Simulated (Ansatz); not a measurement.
Stationary points along a deformation path in N

These are results of DFT PBEsol, scalar-relativistic, plane waves, PAW (Ansatz 0.2.0), not measurements. Settings: plane waves to 420 eV, k-mesh 6×6×6 (Γ-centred), Gaussian smearing 0.05 eV. No spin polarisation. Energies are free energies at this smearing, counted from the undisturbed cell; pressure is positive in compression.

The undisturbed cell (as given, not relaxed at this level; it stands at -0.8 GPa, and it needn't be the usual structure):

```yaml
crystal:
  lattice:
    - [4.08406, 0.00000, 0.00000]
    - [0.00000, 4.08406, 0.00000]
    - [0.00000, 0.00000, 5.34591]
  atoms:
    - { symbol: N, position: [0.90428, 0.90428, 0.00000] }
    - { symbol: N, position: [0.59572, 0.40428, 0.50000] }
    - { symbol: N, position: [0.09572, 0.09572, 0.00000] }
    - { symbol: N, position: [0.40428, 0.59572, 0.50000] }
```

The cell holds molecules and no dispersion correction was added, so their binding is poorly described.

At fixed volume and fractional coordinates, lengths along (0.000, 0.000, 1.000) are scaled against those across it; ρ is that ratio over its starting value. V = 22.292 Å³/atom. Δσ is the stress along the axis less the mean stress across it (compression positive).

| ρ | ΔE (meV/atom) | Δσ (GPa) | space group |
| --- | --- | --- | --- |
| 0.800 | 243.8 | 20.56 | P4_2/mnm |
| 0.850 | 140.3 | 16.19 | P4_2/mnm |
| 0.920 | 44.8 | 9.67 | P4_2/mnm |
| 0.960 | 14.2 | 5.75 | P4_2/mnm |
| 1.000 | 0.0 | 1.72 | P4_2/mnm |
| 1.050 | 3.8 | -3.47 | P4_2/mnm |
| 1.100 | 30.2 | -8.82 | P4_2/mnm |
| 1.200 | 145.2 | -19.94 | P4_2/mnm |
| 1.300 | 335.6 | -31.56 | P4_2/mnm |

**Question.** How does the stress give the slope of the energy, and where is the energy stationary?

**Answer.** Along the path d ln(length) is 2/3 d ln ρ on the axis and −1/3 d ln ρ across it, so dE/d ln ρ = −(2/3) V Δσ: the energy falls with ρ where Δσ is positive. Δσ vanishes or changes sign between ρ = 1.000 and 1.050, a minimum (near 1.02 by linear interpolation). Pairs of stationary points between two samples would go unseen, and could change a minimum read from distant neighbours into a maximum.

**Question.** Integrate that slope from ρ = 1 to 1.200 by the trapezoid rule.

**Answer.** With V/N in Å³ and 1 eV/Å³ = 160.2 GPa the slopes at ρ = 1.000, 1.050, 1.100, 1.200 are -160, 322, 818, 1850 meV/atom per unit of ln ρ. The steps add 4.0 + 26.5 + 116.1 = 146.6 meV/atom, against 145.2 from the energies; the trapezoid rule misses the curvature of the slope within each step.

Forces appear on the atoms along this scan, and letting them relax would lower the energy and soften the response.